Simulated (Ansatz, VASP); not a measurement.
Cl in VASP and in Ansatz

File INCAR:

```
SYSTEM = Cl
PREC = Accurate
ENCUT = 520
EDIFF = 1E-6
ISMEAR = -1
SIGMA = 0.05
LREAL = .False.
LASPH = .True.
NELM = 60
ALGO = Normal
ISIF = 2
LWAVE = .False.
LCHARG = .False.
GGA = PE
NBANDS = 10
```

Contents of KPOINTS:

```
Automatic mesh
0
Gamma
  18 18 18
  0 0 0
```

The input POSCAR:

```
Cl
1.0
    2.8119661091      0.0000000000      0.0000000000
    0.0000000000      2.8119661091      0.0000000000
    0.0000000000      0.0000000000      2.8119661091
Cl
1
Direct
    0.0000000000      0.0000000000      0.0000000000
```

Input for Ansatz:

```yaml
crystal:
  lattice:
    - [2.8119661091, 0.0, 0.0]
    - [0.0, 2.8119661091, 0.0]
    - [0.0, 0.0, 2.8119661091]
  atoms:
    - { symbol: Cl, position: [0.0, 0.0, 0.0] }
kpoints:
  mp_grid: { grid: [18, 18, 18] }
scf:
  occupations: { method: fermi_dirac, width: 0.05 }
hamiltonian:
  xc: pbe
  pseudopotentials: { kind: all_electron, lapw: { basis_error: 0.0005 } }
output:
  forces: true
  stress: true
  eigenvalues: true
```

Change from the starting cell: volume scaled by 0.95.

Alike in both runs: task single point; functional PBE; k mesh 18 × 18 × 18; occupations fermi-dirac, width 0.05 eV; no spin polarisation.

```csv
,VASP,Ansatz
version,VASP 6.6.1,Ansatz 0.2.0
potentials or method,"VASP PAW PBE potentials, release 64 (Cl)","all-electron LAPW, scalar-relativistic"
plane-wave cutoff (eV),520,see its input
```

```csv
,VASP,Ansatz,Ansatz less VASP
pressure (GPa),1.9,2.0,+0.11
```

Ansatz ran all-electron here, so the differences hold the error of VASP's frozen core and of both bases.

Caveats: an odd number of electrons without spin polarisation forces a metal; a magnetic or distorted state may lie lower.
